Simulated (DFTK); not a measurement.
# Sn (I4_1/amd) in DFTK: a series of runs

One crystal, Sn, is run at these levels: r2SCAN, PBEsol, BJ06, LDA; tasks: band structure.

Program: DFTK 0.8.2. These are calculated values, not measurements. Logs are shortened: lines on timing, memory, paths and dates and some standing lists are left out, and cuts for length are marked.

### Step 1. The crystal as given

Symmetry: I4_1/amd, No. 141, tetragonal system. The conventional cell has a = 5.880 Å, b = 5.880 Å, c = 3.199 Å, α = 90.00°, β = 90.00°, γ = 90.00°. Sn (site symmetry -4m2) is surrounded by 6 Sn at 3.05 to 3.20 Å.

### Step 2. Band structure, r2SCAN

Contents of run.jl:

```julia
using DFTK
using PseudoPotentialData
using Unitful, UnitfulAtomic
using LinearAlgebra, Printf
include("save.jl")
disable_threading()

lines = readlines("Sn.cif")
tag(name) = parse(Float64, split(only(filter(startswith(name), lines)))[2])
a, b, c = tag.(["_cell_length_a", "_cell_length_b", "_cell_length_c"])
α, β, γ = deg2rad.(tag.(["_cell_angle_alpha", "_cell_angle_beta", "_cell_angle_gamma"]))
cx, cy  = cos(β), (cos(α) - cos(β) * cos(γ)) / sin(γ)
lattice = austrip(1u"Å") * [a b*cos(γ) c*cx; 0 b*sin(γ) c*cy; 0 0 c*sqrt(1 - cx^2 - cy^2)]
sites     = split.(lines[findlast(startswith("_atom_site_"), lines)+1:end])
symbols   = [Symbol(s[2]) for s in sites]
positions = [parse.(Float64, s[5:7]) for s in sites]
pseudopotentials = Dict(:Sn => "Sn.upf")
elements = Dict(s => ElementPsp(s, pseudopotentials; rcut=10.0) for s in unique(symbols))
atoms    = [elements[s] for s in symbols]

build_model(lattice, positions; symmetries=true) =
    model_DFT(lattice, atoms, positions;
              functionals=r2SCAN(),
              temperature=austrip(0.05u"eV"),
              smearing=Smearing.FermiDirac(),
              symmetries)
Ecut  = 45.0  # hartree
kgrid = [5, 5, 5]
tol   = 1e-6
to_GPa = ustrip(uconvert(u"GPa", 1u"hartree/bohr^3"))

model = build_model(lattice, positions)
basis = PlaneWaveBasis(model; Ecut, kgrid)
display(basis)
scfres = self_consistent_field(basis;
                               tol,
                               nbandsalg=AdaptiveBands(model; n_bands_converge=19))
display(scfres.energies)
@printf "Fermi level: %.6f eV\n" ustrip(auconvert(u"eV", something(scfres.εF, NaN)))
forces = compute_forces_cart(scfres)
println("Forces (eV/Å)")
for (s, f) in zip(symbols, forces)
    @printf "%-3s %12.6f %12.6f %12.6f\n" s ustrip.(auconvert.(u"eV/Å", f))...
end
stress = compute_stresses_cart(scfres)
println("Stress (GPa)")
display(round.(stress * to_GPa; digits=4))
println("Levels at the first k-point (eV): ", round.(ustrip.(auconvert.(u"eV", scfres.eigenvalues[1][1:scfres.n_bands_converge])); digits=4))
save_scf!(scfres; forces, stress)

points = Dict("G" => [0.0, 0.0, 0.0], "M" => [-0.5, 0.5, 0.5], "N" => [0.0, 0.5, 0.0], "P" => [0.25, 0.25, 0.25], "X" => [0.0, 0.0, 0.5], "Z" => [0.3239715651, 0.3239715651, -0.3239715651], "Z1" => [-0.3239715651, 0.6760284349, 0.3239715651])
segments = [("G", "X", 5), ("X", "M", 5), ("M", "G", 6), ("G", "Z", 8), ("Z", "P", 5), ("P", "N", 3), ("N", "Z1", 4), ("Z1", "M", 4), ("X", "P", 6)]
kcoords = vcat([[points[a] + t * (points[b] - points[a]) for t in range(0, 1, n)] for (a, b, n) in segments]...)
bands = compute_bands(scfres, ExplicitKpoints(kcoords); n_bands=21, tol=1e-5)
for (k, ε) in zip(bands.basis.kpoints, bands.eigenvalues)
    @printf "%d %8.4f %8.4f %8.4f " k.spin k.coordinate...
    println(join([@sprintf("%9.4f", e) for e in ustrip.(auconvert.(u"eV", ε .- scfres.εF))]))
end
results["band_energies"] = rows(bands.eigenvalues); results["band_kpoints"] = rows(kcoords)
```

Contents of Sn.cif:

```cif
data_Sn
_cell_length_a 4.45495439
_cell_length_b 4.45495439
_cell_length_c 4.45495439
_cell_angle_alpha 97.40468633
_cell_angle_beta 97.40468633
_cell_angle_gamma 137.92314353
_space_group_name_H-M_alt 'P1'
_space_group_name_Hall 'P 1'
_space_group_IT_number 1
loop_
_space_group_symop_operation_xyz
'x,y,z'
loop_
_atom_site_label
_atom_site_type_symbol
_atom_site_symmetry_multiplicity
_atom_site_Wyckoff_symbol
_atom_site_fract_x
_atom_site_fract_y
_atom_site_fract_z
_atom_site_occupancy
Sn1 Sn 1 a 0.0000000000 0.0000000000 0.0000000000 1
Sn2 Sn 1 a 0.7500000000 0.2500000000 0.5000000000 1
```

Potentials or basis: SG15 1.2 (PBE).

Started as:

```
$ julia --threads=1 run.jl  # save.jl only writes the numbers to a file and isn't shown; printed stress counts tension as positive; times include loading and compiling
```

Log:

```text
PlaneWaveBasis discretization:

    Ecut                 : 45.0 Ha
    fft_size             : (64, 64, 64), 262144 total points
    kgrid                : MonkhorstPack([5, 5, 5])
    num.   red. kpoints  : 125
    num. irred. kpoints  : 18

    Discretized Model(mgga_x_r2scan+mgga_c_r2scan, 3D):
        lattice (in Bohr)    : [8.41864   , -6.24871  , -1.08497  ]
                               [0         , 5.64156   , -2.82078  ]
                               [0         , 0         , 7.85746   ]
        unit cell volume     : 373.18 Bohr³

        atoms                : Sn₂
        atom potentials      : ElementPsp(:Sn, "Sn.upf")
                               ElementPsp(:Sn, "Sn.upf")

        num. electrons       : 28
        spin polarization    : none
        temperature          : 0.0018375 Ha
        smearing             : DFTK.Smearing.FermiDirac()

        terms                : Kinetic()
                               AtomicLocal()
                               AtomicNonlocal()
                               Ewald(nothing)
                               PspCorrection()
                               Hartree()
                               Xc(mgga_x_r2scan, mgga_c_r2scan)
                               Entropy()
n     Energy            log10(ΔE)   log10(Δρ)   log10(Δτ)   Diag   Δtime
---   ---------------   ---------   ---------   ---------   ----   ------
  1   -119.9077035353                   -1.07        0.88    6.5    56.0s
  2   -119.9146130857       -2.16       -1.70       -0.98    1.0    26.5s
  3   -119.9156367563       -2.99       -1.80       -1.15    2.6    34.1s
  4   -119.9156740521       -4.43       -2.26       -2.21    1.0    24.8s
  5   -119.9156786719       -5.34       -2.40       -2.42    2.1    26.1s
  6   -119.9156817871       -5.51       -3.15       -2.97    1.0    25.5s
  7   -119.9156820185       -6.64       -3.20       -2.76    2.7    34.8s
  8   -119.9156821431       -6.90       -3.83       -3.12    1.0    24.8s
  9   -119.9156821507       -8.12       -4.70       -4.12    1.7    30.3s
 10   -119.9156821516       -9.06       -5.20       -4.29    3.0    45.4s
 11   -119.9156821516      -11.64       -5.11       -5.89    1.7    29.5s
 12   -119.9156821516      -10.62       -6.06       -5.13    1.0    26.3s
Energy breakdown (in Ha):
    Kinetic             62.3867759
    AtomicLocal         -70.1674811
    AtomicNonlocal      -29.5989870
    Ewald               -98.0376590
    PspCorrection       6.8017685
    Hartree             22.7069307
    Xc                  -14.0063811
    Entropy             -0.0006490

    total               -119.915682151615
Fermi level: 5.424246 eV
Forces (eV/Å)
Sn     -0.000000     0.000000    -0.000000
Sn      0.000000    -0.000000     0.000000
Stress (GPa)
3×3 StaticArraysCore.SMatrix{3, 3, Float64, 9} with indices SOneTo(3)×SOneTo(3):
 -0.4364  2.119    0.0
  2.119   4.2578   0.0
 -0.0     0.0     -1.2515
Levels at the first k-point (eV): [-15.9307, -15.8472, -15.7902, -15.7864, -15.6126, -15.6126, -15.6021, -15.6021, -15.4937, -15.3767, -6.053, 1.4102, 3.4629, 3.4629, 9.263, 11.8787, 11.8787, 12.5132, 12.5532]
1   0.0000   0.0000   0.0000  -21.3549 -21.2714 -21.2145 -21.2107 -21.0369 -21.0369 -21.0264 -21.0264 -20.9180 -20.8010 -11.4773  -4.0140  -1.9613  -1.9613   3.8387   6.4545   6.4545   7.0890   7.1290  10.7717  11.4413
1   0.0000   0.0000   0.1250  -21.3407 -21.2739 -21.2229 -21.1986 -21.0439 -21.0296 -21.0226 -21.0209 -20.9267 -20.8159 -11.3337  -4.9638  -1.7864  -1.2322   4.4613   5.3530   5.7473   6.9796   7.2180  11.2395  11.4181
1   0.0000   0.0000   0.2500  -21.3001 -21.2788 -21.2419 -21.1646 -21.0666 -21.0157 -21.0138 -21.0051 -20.9510 -20.8548 -10.9033  -6.4912  -1.2680  -0.2321   3.7046   4.3762   6.1911   6.6761   6.9060  10.7995  10.8867
1   0.0000   0.0000   0.3750  -21.2805 -21.2615 -21.2396 -21.1157 -21.1092 -21.0217 -20.9988 -20.9801 -20.9789 -20.9030 -10.1880  -7.9471  -0.4245   0.7237   2.1125   2.9950   6.4388   6.5595   8.6718  10.5053  10.5767
1   0.0000   0.0000   0.5000  -21.2752 -21.2752 -21.1708 -21.1708 -21.0623 -21.0623 -20.9894 -20.9894 -20.9463 -20.9463  -9.1958  -9.1958   0.7155   0.7155   1.7738   1.7738   6.3886   6.3886  10.3847  10.3847  11.6839
1   0.0000   0.0000   0.5000  -21.2752 -21.2752 -21.1708 -21.1708 -21.0623 -21.0623 -20.9894 -20.9894 -20.9463 -20.9463  -9.1958  -9.1958   0.7155   0.7155   1.7738   1.7738   6.3886   6.3886  10.3847  10.3847  11.6839
[... 38 lines left out ...]
1   0.2000   0.2000   0.3000  -21.2420 -21.2420 -21.1711 -21.1711 -21.0477 -21.0477 -20.9531 -20.9531 -20.9372 -20.9372  -6.8983  -6.8983  -2.5474  -2.5474   3.3694   3.3694   3.6881   3.6881   8.3171   8.3171   8.9318
1   0.2500   0.2500   0.2500  -21.2495 -21.2495 -21.1742 -21.1742 -21.0468 -21.0468 -20.9501 -20.9501 -20.9202 -20.9202  -6.2892  -6.2892  -3.4588  -3.4588   3.7406   3.7406   4.0910   4.0910   7.6144   7.6144   8.2822
```

Run time: 19 min. Hardware: 1 thread of Intel Xeon Platinum 8259CL at 2.50GHz (Skylake/Cascade Lake), shared host; peak memory 2.1 GiB.

Results:

```yaml
Free_energy: -3263.0719 eV
Pressure: -0.9 GPa
Band_gap_on_the_k_mesh: none (metal or under the smearing width)
```

Stress tensor (GPa, compression positive):
```
 0.44 -2.12  0.00
-2.12 -4.26  0.00
 0.00  0.00  1.25
```

Levels at the corners of the path, in eV from the Fermi level:
```
point  band 12  band 13  band 14  band 15  band 16  band 17
    Γ    -4.01    -1.96    -1.96     3.84     6.45     6.45
    X    -9.20     0.72     0.72     1.77     1.77     6.39
    M    -7.90    -4.72    -4.72     5.43     5.43     9.56
    Γ    -4.01    -1.96    -1.96     3.84     6.45     6.45
    Z    -5.86    -2.92    -2.79    -2.79     3.01     6.07
    P    -6.29    -3.46    -3.46     3.74     3.74     4.09
    N    -5.55    -2.41    -1.69    -1.08     2.89     3.01
   Z1    -5.86    -2.92    -2.79    -2.79     3.01     6.07
    M    -7.90    -4.72    -4.72     5.43     5.43     9.56
    X    -9.20     0.72     0.72     1.77     1.77     6.39
    P    -6.29    -3.46    -3.46     3.74     3.74     4.09
```

Caveat: the k mesh is coarse (spacing up to 0.45 Å⁻¹), so the values aren't converged; the potentials were made for another functional, which shifts forces and pressure; spin-orbit coupling is left out, which moves the levels of the heavy elements.

### Step 3. Band structure, PBEsol

Changes to run.jl since step 2:

```diff
@@ -4,2 +4,3 @@
 using LinearAlgebra, Printf
+using AtomsBase
 include("save.jl")
@@ -7,11 +8,11 @@
 
-lines = readlines("Sn.cif")
-tag(name) = parse(Float64, split(only(filter(startswith(name), lines)))[2])
-a, b, c = tag.(["_cell_length_a", "_cell_length_b", "_cell_length_c"])
-α, β, γ = deg2rad.(tag.(["_cell_angle_alpha", "_cell_angle_beta", "_cell_angle_gamma"]))
-cx, cy  = cos(β), (cos(α) - cos(β) * cos(γ)) / sin(γ)
-lattice = austrip(1u"Å") * [a b*cos(γ) c*cx; 0 b*sin(γ) c*cy; 0 0 c*sqrt(1 - cx^2 - cy^2)]
-sites     = split.(lines[findlast(startswith("_atom_site_"), lines)+1:end])
-symbols   = [Symbol(s[2]) for s in sites]
-positions = [parse.(Float64, s[5:7]) for s in sites]
+cell = [[-2.9401404553, 2.9401404553, 1.5993019889],
+        [2.9401404553, -2.9401404553, 1.5993019889],
+        [2.9401404553, 2.9401404553, -1.5993019889]]u"Å"
+system = periodic_system([:Sn => [0.0, 0.0, 0.0],
+                          :Sn => [0.75, 0.25, 0.5]],
+                         cell; fractional=true)
+lattice   = austrip.(hcat(cell_vectors(system)...))
+symbols   = atomic_symbol(system, :) .|> Symbol
+positions = [lattice \ austrip.(position(system, i)) for i in 1:length(system)]
 pseudopotentials = Dict(:Sn => "Sn.upf")
@@ -22,3 +23,3 @@
     model_DFT(lattice, atoms, positions;
-              functionals=r2SCAN(),
+              functionals=PBEsol(),
               temperature=austrip(0.05u"eV"),
@@ -27,3 +28,3 @@
 Ecut  = 45.0  # hartree
-kgrid = [5, 5, 5]
+kgrid = [6, 6, 6]
 tol   = 1e-6
```

Potentials or basis: SPMS 1.0 (PBE).

Started as:

```
$ julia --threads=1 run.jl  # save.jl only writes the numbers to a file and isn't shown; printed stress counts tension as positive; times include loading and compiling
```

Wall time 4 min (1 thread of Intel Xeon 6975P-C (Granite Rapids), shared host); peak memory 2.6 GiB.

The run converged. Its results:

| Property | Result |
| --- | --- |
| Free energy | -3832.7016 eV |
| Pressure | -1.6 GPa |
| Band gap on the k mesh | none (metal or under the smearing width) |

Stress tensor (GPa, compression positive):
```
-1.18  0.00  0.00
 0.00 -1.18  0.00
 0.00  0.00 -2.51
```

Levels at the corners of the path, in eV from the Fermi level:
| point | band 10 | band 11 | band 12 | band 13 | band 14 | band 15 | band 16 | band 17 | band 18 | band 19 |
| --- | --- | --- | --- | --- | --- | --- | --- | --- | --- | --- |
| Γ | -21.20 | -11.14 | -3.84 | -2.07 | -2.07 | 2.88 | 6.00 | 6.00 | 6.60 | 6.69 |
| X | -21.32 | -8.93 | -8.93 | 0.46 | 0.46 | 1.39 | 1.39 | 5.84 | 5.84 | 9.35 |
| M | -21.39 | -7.64 | -7.64 | -4.85 | -4.85 | 4.87 | 4.87 | 9.04 | 9.04 | 12.56 |
| Γ | -21.20 | -11.14 | -3.84 | -2.07 | -2.07 | 2.88 | 6.00 | 6.00 | 6.60 | 6.69 |
| Z | -21.28 | -6.59 | -5.68 | -3.13 | -2.98 | -2.98 | 2.81 | 5.39 | 5.39 | 8.40 |
| P | -21.30 | -6.07 | -6.07 | -3.60 | -3.60 | 3.39 | 3.39 | 3.73 | 3.73 | 6.63 |
| N | -21.26 | -7.00 | -5.48 | -2.47 | -1.81 | -1.24 | 2.14 | 2.67 | 4.46 | 7.02 |
| Z1 | -21.28 | -6.59 | -5.68 | -3.13 | -2.98 | -2.98 | 2.81 | 5.39 | 5.39 | 8.40 |
| M | -21.39 | -7.64 | -7.64 | -4.85 | -4.85 | 4.87 | 4.87 | 9.04 | 9.04 | 12.56 |
| X | -21.32 | -8.93 | -8.93 | 0.46 | 0.46 | 1.39 | 1.39 | 5.84 | 5.84 | 9.35 |
| P | -21.30 | -6.07 | -6.07 | -3.60 | -3.60 | 3.39 | 3.39 | 3.73 | 3.73 | 6.63 |

Caveat: the k mesh is coarse (spacing up to 0.37 Å⁻¹), so the values aren't converged; the potentials were made for another functional, which shifts forces and pressure; spin-orbit coupling is left out, which moves the levels of the heavy elements.

(Part 1 of 2 ends here.)
